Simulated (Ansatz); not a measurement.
A run of Ansatz 0.2.0:

The input input.yaml:

```yaml
crystal:
  lattice:
    - [2.4873648738, 0.0, 0.0]
    - [-1.2436824369, 2.1541211692, 0.0]
    - [0.0, 0.0, 4.0632895034]
  atoms:
    - { symbol: Co, position: [0.3333333333, 0.6666666667, 0.740139], spin: 2.0 }
    - { symbol: Co, position: [0.6666666667, 0.3333333333, 0.259861], spin: -2.0 }
hamiltonian:
  xc: pbesol
  pseudopotentials: { kind: paw }
magnetization:
  spin_polarized: true
kpoints:
  mp_grid: { grid: [12, 12, 7] }
scf:
  occupations: { method: fermi_dirac, width: 0.05 }
output:
  forces: true
  stress: true
  eigenvalues: true
```

Potentials or basis: Ansatz PAW.

Run with:

```sh
$ ansatz run input.yaml --threads 2 --pin off --max-ram 5632MiB --backend cpu --events-out ev --progress --plain --runs-dir out
```

Hardware: 2 threads of Arm Neoverse V2, on a shared host.

Problem. Estimate the wall time of this run.

Solution. Run time: 16 s on 2 threads of Arm Neoverse V2 (shared host), peak memory 0.41 GiB. Counts: scf iterations 18, plane waves 391, k points 112, bands 23.
